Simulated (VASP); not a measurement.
# Li2S (Fm-3m) in VASP: notebook

The runs below take Li2S through single point, relaxation of cell and atoms, with PBE+D3(BJ).

Everything below comes from runs of VASP 6.6.1. Logs are shortened: lines on timing, memory, paths and dates and some standing lists are left out, and cuts for length are marked.

**1. Starting point**

The structure is cubic, space group Fm-3m (No. 225). Conventional cell: a = 5.569 Å, b = 5.569 Å, c = 5.569 Å, α = 90.00°, β = 90.00°, γ = 90.00°. Li (site symmetry -43m) is surrounded by 4 S at 2.41 Å. S (site symmetry m-3m) has 8 Li at 2.41 Å as nearest neighbours.

The cell comes from a database or a generator and needn't be the stable form of this composition.

**2. Single point, PBE+D3(BJ)**

File INCAR:

```
SYSTEM = Li2S
PREC = Accurate ; ENCUT = 520
EDIFF = 1E-7 ; ISMEAR = 0
SIGMA = 0.02 ; LREAL = .False.
LASPH = .True. ; NELM = 100
ALGO = Normal ; ISIF = 2
LWAVE = .False. ; LCHARG = .False.
GGA = PE ; IVDW = 12
NBANDS = 13
```

File KPOINTS:

```
regular mesh
0
Gamma
  8 8 8
  0 0 0
```

File POSCAR:

```
Li2S
1.0
    0.0000000000      2.7846933097      2.7846933097
    2.7846933097      0.0000000000      2.7846933097
    2.7846933097      2.7846933097      0.0000000000
Li S
2 1
Direct
    0.7500000000      0.7500000000      0.7500000000
    0.2500000000      0.2500000000      0.2500000000
    0.0000000000      0.0000000000      0.0000000000
```

Potentials or basis: VASP PAW PBE potentials, release 64 (Li_sv, S).

On the command line:

```
> cat potpaw_PBE.64/Li_sv/POTCAR potpaw_PBE.64/S/POTCAR > POTCAR
> mpirun -np 1 vasp_std > vasp.out
```

OUTCAR:

```text
SYSTEM = Li2S
   PREC = Accurate
   ENCUT = 520
   EDIFF = 1E-7
   ISMEAR = 0
   LREAL = .False.
   LASPH = .True.
   NELM = 100
   ISIF = 2
   GGA = PE
   IVDW = 12
 IVDW          = 12

 ion  position               nearest neighbor table
   1  0.750  0.750  0.750-   3 2.41   3 2.41   3 2.41   3 2.41
   2  0.250  0.250  0.250-   3 2.41   3 2.41   3 2.41   3 2.41
   3  0.000  0.000  0.000-   1 2.41   1 2.41   1 2.41   1 2.41   2 2.41   2 2.41   2 2.41   2 2.41

  LATTYP: Found a face centered cubic cell.
 ALAT       =     5.5693866194

  Lattice vectors:

 A1 = (   0.0000000000,   2.7846933097,   2.7846933097)
 A2 = (   2.7846933097,   0.0000000000,   2.7846933097)
 A3 = (   2.7846933097,   2.7846933097,   0.0000000000)

Analysis of symmetry for initial positions (statically):
=====================================================================
 Subroutine PRICEL returns:
 Original cell was already a primitive cell.

 Routine SETGRP: Setting up the symmetry group for a
 face centered cubic supercell.

 Subroutine GETGRP returns: Found 48 space group operations
 (whereof 48 operations were pure point group operations)
 out of a pool of 48 trial point group operations.

The static configuration has the point symmetry O_h .

Analysis of symmetry for dynamics (positions and initial velocities):
=====================================================================
 Subroutine PRICEL returns:
 Original cell was already a primitive cell.

 Routine SETGRP: Setting up the symmetry group for a
 face centered cubic supercell.

 Subroutine GETGRP returns: Found 48 space group operations
 (whereof 48 operations were pure point group operations)
 out of a pool of 48 trial point group operations.

The dynamic configuration has the point symmetry O_h .

 Subroutine INISYM returns: Found 48 space group operations
 (whereof 48 operations are pure point group operations),
 and found     1 'primitive' translations

----------------------------------------------------------------------------------------

                                     Primitive cell

  volume of cell :      43.1879

  direct lattice vectors                    reciprocal lattice vectors
     0.000000000  2.784693310  2.784693310    -0.179552986  0.179552986  0.179552986
     2.784693310  0.000000000  2.784693310     0.179552986 -0.179552986  0.179552986
     2.784693310  2.784693310  0.000000000     0.179552986  0.179552986 -0.179552986

  length of vectors
     3.938151046  3.938151046  3.938151046     0.310994895  0.310994895  0.310994895

  position of ions in fractional coordinates (direct lattice)
     0.750000000  0.750000000  0.750000000
     0.250000000  0.250000000  0.250000000
     0.000000000  0.000000000  0.000000000

[... 94 lines left out ...]
   IALGO  =     38    algorithm
   IMIX   =      4    mixing-type and parameters
     AMIX     =   0.40;   BMIX     =  1.00
     AMIX_MAG =   1.60;   BMIX_MAG =  1.00
  volume/ion in A,a.u.               =      14.40        97.15
  Fermi-wavevector in a.u.,A,eV,Ry     =   1.068270  2.018738 15.526992  1.141202
  Thomas-Fermi vector in A             =   2.203913
   LORBIT       =      0    0 simple, 1 ext, 2 COOP (PROOUT), +10 PAW based schemes
   GGA     = PE    functional components
   LHFCALC =     F    Hartree Fock is set to
   AEXX    =    0.0000 exact exchange contribution
   IVDW    =    12    specifies the selected vdW correction
   LEPSILON=     F    determine dielectric tensor
   LRPA    =     F    only Hartree local field effects (RPA)
 non-spin polarized calculation
 Gauss-broadening in eV      SIGMA  =   0.02
  energy-cutoff  :      520.00
  volume of cell :       43.19
 maximum number of plane-waves:      1211
 NGX is ok and might be reduce to    30
   NGX = 15   NGY = 15   NGZ = 15

 number of electron      12.0000022 magnetization

 Free energy of the ion-electron system (eV)
  ---------------------------------------------------
  ext. energy  EPLUGINS =         0.00000000
  ---------------------------------------------------
  free energy    TOTEN  =       -11.96292153 eV

  energy without entropy =      -11.96292153  energy(sigma->0) =      -11.96292153

 E-fermi :   2.0773     XC(G=0):  -8.7688

 val. band max:        1.9019000422   @ k =   0.0000   0.0000   0.0000
 cond. band min:       5.2382630419   @ k =   0.5000   0.5000   0.0000
 fundamental gap:      3.3363629997
 Fermi energy:         2.0773255403

 k-point     1 :       0.0000    0.0000    0.0000
  band No.  band energies     occupation
      1     -42.1596      2.00000
      2     -42.1041      2.00000
      3      -9.3098      2.00000
      4       1.9019      2.00000
      5       1.9019      2.00000
      6       1.9019      2.00000
      7       6.5383      0.00000
      8       8.1566      0.00000
      9       8.1567      0.00000
     10       8.1567      0.00000
     11      13.2578      0.00000
     12      13.2578      0.00000
     13      14.6767      0.00000
[... 354 lines left out ...]
  band No.  band energies     occupation
      1     -42.1303      2.00000
      2     -42.1302      2.00000
      3      -8.7467      2.00000
      4      -0.8847      2.00000
      5       0.5570      2.00000
      6       0.9052      2.00000
      7       7.8396      0.00000
      8       8.7772      0.00000
      9      10.5157      0.00000
     10      11.2036      0.00000
     11      12.5573      0.00000
     12      13.9850      0.00000
     13      15.6849      0.00000

 [... further k-points ...]

------------------------ aborting loop because EDIFF is reached ----------------------------------------

 Edisp (eV)   -0.84780

 E8    (eV) :    -0.3343

  FORCE on cell =-STRESS in cart. coord.  units (eV):
  Direction    XX          YY          ZZ          XY          YZ          ZX
  --------------------------------------------------------------------------------------
  -------------------------------------------------------------------------------------
  Total      -0.02528    -0.02528    -0.02528    -0.00000    -0.00000     0.00000
  in kB      -0.93790    -0.93790    -0.93790    -0.00000    -0.00000     0.00000
  external pressure =       -0.94 kB  Pullay stress =        0.00 kB

 VOLUME and BASIS-vectors are now :
 -----------------------------------------------------------------------------
  energy-cutoff  :      520.00
  volume of cell :       43.19
      direct lattice vectors                 reciprocal lattice vectors
     0.000000000  2.784693310  2.784693310    -0.179552986  0.179552986  0.179552986
     2.784693310  0.000000000  2.784693310     0.179552986 -0.179552986  0.179552986
     2.784693310  2.784693310  0.000000000     0.179552986  0.179552986 -0.179552986

 POSITION                                       TOTAL-FORCE (eV/Angst)
 -----------------------------------------------------------------------------------
      4.17704      4.17704      4.17704        -0.000000     -0.000000     -0.000000
      1.39235      1.39235      1.39235         0.000000      0.000000      0.000000
      0.00000      0.00000      0.00000        -0.000000     -0.000000     -0.000000
 -----------------------------------------------------------------------------------
    total drift:                                0.000000     -0.000000      0.000000

  FREE ENERGIE OF THE ION-ELECTRON SYSTEM (eV)
  ---------------------------------------------------
  free  energy   TOTEN  =       -12.8107203794 eV

  energy  without entropy=      -12.8107203794  energy(sigma->0) =      -12.81072038
```

OSZICAR:

```text
N       E                     dE             d eps       ncg     rms          rms(c)
DAV:   1     0.481191108558E+02    0.48119E+02   -0.54814E+03   754   0.923E+02
DAV:   2    -0.499781619685E+01   -0.53117E+02   -0.50649E+02   961   0.200E+02
DAV:   3    -0.121065297638E+02   -0.71087E+01   -0.70615E+01  1404   0.479E+01
DAV:   4    -0.122577378613E+02   -0.15121E+00   -0.15117E+00  1020   0.934E+00
DAV:   5    -0.122602103734E+02   -0.24725E-02   -0.24725E-02  1176   0.103E+00    0.403E+00
DAV:   6    -0.119703489536E+02    0.28986E+00   -0.47169E-01   873   0.278E+00    0.306E+00
DAV:   7    -0.119531617336E+02    0.17187E-01   -0.13940E-01  1060   0.168E+00    0.188E+00
DAV:   8    -0.119632620469E+02   -0.10100E-01   -0.26371E-02   972   0.894E-01    0.767E-01
DAV:   9    -0.119627785501E+02    0.48350E-03   -0.86608E-04  1019   0.172E-01    0.455E-01
DAV:  10    -0.119629292798E+02   -0.15073E-03   -0.11456E-03   849   0.169E-01    0.249E-01
DAV:  11    -0.119629174035E+02    0.11876E-04   -0.64941E-05  1079   0.539E-02    0.881E-02
DAV:  12    -0.119629198203E+02   -0.24168E-05   -0.18362E-06   984   0.106E-02    0.625E-02
DAV:  13    -0.119629216029E+02   -0.17826E-05   -0.75831E-06   946   0.138E-02    0.493E-03
DAV:  14    -0.119629215319E+02    0.70965E-07   -0.36184E-07   962   0.502E-03
   1 F= -.12810720E+02 E0= -.12810720E+02  d E =-.255578E-37
```

Wall time 14 s (1 thread of AMD EPYC 7R43 (Zen 3), shared host); peak memory 0.14 GiB.

What came out:

- Free energy: -12.8107 eV
- Band gap on the k mesh: 3.34 eV, indirect (least direct gap 4.64 eV)
- Dispersion energy per atom: -0.283 eV

Caveat: the cutoff is under 1.25 times the usual one of these potentials, so pressure, stress and relaxed cells hold a basis-set (Pulay) error. A k mesh can miss the band edges.

**3. Relaxation of cell and atoms, PBE+D3(BJ)**

This run uses another cell than the first one, of 15.19 Å³/atom, 1.055 times its volume.

File INCAR:

```
SYSTEM = Li2S
ALGO = Fast
EDIFF = 1E-7
EDIFFG = -0.002
ENCUT = 600
GGA = PE
IBRION = 2
ISIF = 3
ISMEAR = 0
IVDW = 12
LASPH = .True.
LCHARG = .False.
LREAL = .False.
LWAVE = .False.
NELM = 100
NSW = 100
PREC = Accurate
SIGMA = 0.02
```

File KPOINTS:

```
k-points
0
Gamma
  8 8 8
  0 0 0
```

File POSCAR:

```
Li2S
1.0
    0.0000000000      2.8351678400      2.8351678400
    2.8351678400      0.0000000000      2.8351678400
    2.8351678400      2.8351678400      0.0000000000
Li S
2 1
Direct
    0.7500000000      0.7500000000      0.7500000000
    0.2500000000      0.2500000000      0.2500000000
    0.0000000000      0.0000000000      0.0000000000
```

Potentials or basis: VASP PAW PBE potentials, release 64 (Li_sv, S).

On the command line:

```
> cat potpaw_PBE.64/Li_sv/POTCAR potpaw_PBE.64/S/POTCAR > POTCAR
> mpirun -np 1 vasp_std > vasp.out
```

Run time: 58 s. Hardware: 1 thread of AMD EPYC 7R43 (Zen 3), shared host; peak memory 0.16 GiB.

Results (log left out):

- Free energy: -12.8134 eV
- Relaxed volume: 14.34 Å³/atom
- Relaxed cell: a = 3.933 Å, b = 3.933 Å, c = 3.933 Å, α = 60.00°, β = 60.00°, γ = 60.00°
- Space group after relaxing (to 0.05 Å): Fm-3m (No. 225)
- Energy gained by relaxing: 6.6 meV/atom
- Ionic steps: 4
- Pressure after relaxing: 0.0 GPa
- Band gap on the k mesh: 3.33 eV, indirect (least direct gap 4.65 eV)
- Dispersion energy per atom: -0.284 eV

Step by step:
```
step  energy change (eV)  largest force (eV/Å)  pressure (GPa)  volume (Å³)
   1              0.0000                0.0000           -2.38        45.58
   2             -0.0161                0.0000           -1.09        44.10
   3             -0.0198                0.0000           -0.04        43.08
   4             -0.0198                0.0000            0.01        43.03
```

Final structure:
```yaml
crystal:
  lattice:
    - [0.00000, 2.78131, 2.78131]
    - [2.78131, 0.00000, 2.78131]
    - [2.78131, 2.78131, 0.00000]
  atoms:
    - { symbol: Li, position: [0.75000, 0.75000, 0.75000] }
    - { symbol: Li, position: [0.25000, 0.25000, 0.25000] }
    - { symbol: S, position: [0.00000, 0.00000, 0.00000] }
```

Levels at points of the mesh, in eV from the valence-band top:
```tsv
k point	band 3	band 4	band 5	band 6	band 7	band 8	band 9	band 10
(0.00, 0.00, 0.00)	-11.22	0.00	0.00	0.00	4.65	6.26	6.26	6.26
(0.50, 0.00, 0.00)	-10.73	-3.11	-0.56	-0.56	6.46	6.60	6.60	8.77
(0.50, 0.50, 0.00)	-10.59	-2.32	-1.57	-1.57	3.33	7.29	11.63	11.63
```

Caveat: the cutoff is under 1.25 times the usual one of these potentials, so pressure, stress and relaxed cells hold a basis-set (Pulay) error.

**4. Single point, PBE+D3(BJ)**

This run uses another cell than the first one, of 15.19 Å³/atom, 1.055 times its volume.

File INCAR:

```
PREC = Accurate
ENCUT = 520
EDIFF = 1E-7
ISMEAR = 0
SIGMA = 0.1
LREAL = False
LASPH = True
NELM = 100
ALGO = Fast
ISIF = 2
LWAVE = False
LCHARG = True
GGA = PE
IVDW = 12
LELF = True
LVHAR = True
NBANDS = 13
```

File KPOINTS:

```
regular mesh
0
Gamma
  6 6 6
```

POSCAR is that of step 3.

On the command line:

```
> cat potpaw_PBE.64/Li_sv/POTCAR potpaw_PBE.64/S/POTCAR > POTCAR
> mpirun -np 1 vasp_std > vasp.out
```

Wall time 15 s (1 thread of AMD EPYC 7R43 (Zen 3), shared host); peak memory 0.13 GiB.

The run converged. Its results:

- Free energy: -12.7934 eV
- Band gap on the k mesh: 3.38 eV, indirect (least direct gap 4.35 eV)
- Dispersion energy per atom: -0.267 eV

Levels at points of the mesh, in eV from the valence-band top:
```csv
k point,band 3,band 4,band 5,band 6,band 7,band 8,band 9,band 10
"(0.00, 0.00, 0.00)",-11.06,0.00,0.00,0.00,4.35,6.24,6.24,6.24
"(0.50, 0.00, 0.00)",-10.62,-2.92,-0.52,-0.52,6.18,6.58,6.58,8.49
"(0.50, 0.50, 0.00)",-10.49,-2.19,-1.45,-1.45,3.38,7.14,11.20,11.20
```

Caveat: the cutoff is under 1.25 times the usual one of these potentials, so pressure, stress and relaxed cells hold a basis-set (Pulay) error.

**5. The runs side by side**

| task | cell | k mesh | cutoff (eV) | smearing | gap on the mesh (eV) |
| --- | --- | --- | --- | --- | --- |
| single point | Fm-3m, 14.4 Å³/atom | 8 × 8 × 8 | 520 | gaussian 0.02 eV | 3.34 |
| relaxation of cell and atoms | relaxed | 8 × 8 × 8 | 600 | gaussian 0.02 eV | 3.33 |
| single point | Fm-3m, 15.19 Å³/atom | 6 × 6 × 6 | 520 | gaussian 0.1 eV | 3.38 |

Alike in all rows: level PBE+D3(BJ); potentials or basis VASP PAW PBE potentials, release 64 (Li_sv, S); no spin polarisation.

Caveats: the cutoff is under 1.25 times the usual one of these potentials, so pressure, stress and relaxed cells hold a basis-set (Pulay) error.

Total energies depend on the potentials used, so only differences within one code and one set of settings carry meaning.
